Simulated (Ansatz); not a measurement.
Crystal: CoO.

```
CELL_PARAMETERS angstrom
1.50547 0.86918 2.43993
-1.50547 0.86918 2.43993
0.00000 -1.73837 2.43993
ATOMIC_POSITIONS crystal
Co 0.00000 0.00000 0.00000
O 0.50000 0.50000 0.50000
```

The cell is a database's computed one.

* Program: Ansatz 0.2.0
* Task: relaxation of cell and atoms
* Functional: PBEsol
* Dispersion: D3(BJ)
* Potentials or basis: Ansatz PAW
* Cutoff: 420 eV (not typed: the program's choice for these potentials)
* k mesh: 11 × 11 × 11
* Occupations: fermi-dirac, width 0.05 eV
* Spin: collinear spin, ferromagnetic start
* Starting moments: [2.0, 0.0] μB

At the start: volume 9.58 Å³/atom.

**Question.** How do energy, volume and symmetry change on relaxing?

**Answer.** It ends after 18 steps and the volume is 9.62 Å³/atom (+0.4 %); space group R-3m (No. 166, to 0.05 Å); moment 2.94 μB per cell.

Step by step:
| step | energy change (eV) | largest force (eV/Å) | volume (Å³) |
| --- | --- | --- | --- |
| 1 | 0.0000 | 0.0000 | 19.16 |
| 2 | -0.0021 | 0.0000 | 19.30 |
| 3 | -0.0047 | 0.0000 | 19.27 |
| 4 | -0.0064 | 0.0000 | 19.24 |
| 5 | -0.0072 | 0.0000 | 19.23 |
| 6 | -0.0074 | 0.0000 | 19.21 |
| 7 | -0.0075 | 0.0000 | 19.22 |
| 8 | -0.0076 | 0.0000 | 19.22 |
| 9 | -0.0076 | 0.0000 | 19.22 |
| 10 | -0.0076 | 0.0000 | 19.22 |
| 11 | -0.0078 | 0.0000 | 19.23 |
| 12 | -0.0080 | 0.0000 | 19.23 |
| 13 | -0.0080 | 0.0000 | 19.23 |
| 14 | -0.0080 | 0.0000 | 19.23 |
| 15 | -0.0089 | 0.0000 | 19.23 |
| 16 | -0.0090 | 0.0000 | 19.24 |
| 17 | -0.0090 | 0.0000 | 19.24 |
| 18 | -0.0091 | 0.0000 | 19.24 |

Final structure:
```
Co O
1.0
     1.53220    0.88462    2.36535
    -1.53220    0.88462    2.36535
     0.00000   -1.76924    2.36535
Co O
1 1
Cartesian
  0.0000 0.0000 0.0000
  0.0000 0.0000 3.5480
```

Caveat: the plane-wave basis is chosen anew once the cell has moved, so the energies of steps on either side of that aren't comparable; the pressure holds a Pulay correction of +0.8 GPa for the finite cutoff; a cell with one magnetic atom can't hold antiferromagnetic order, which such compounds often take; pairwise dispersion overbinds metals, which lowers pressure and volume; the PAW data sets come from PBE, with cores solved anew for the run's functional, which leaves a small shift of forces and pressure.
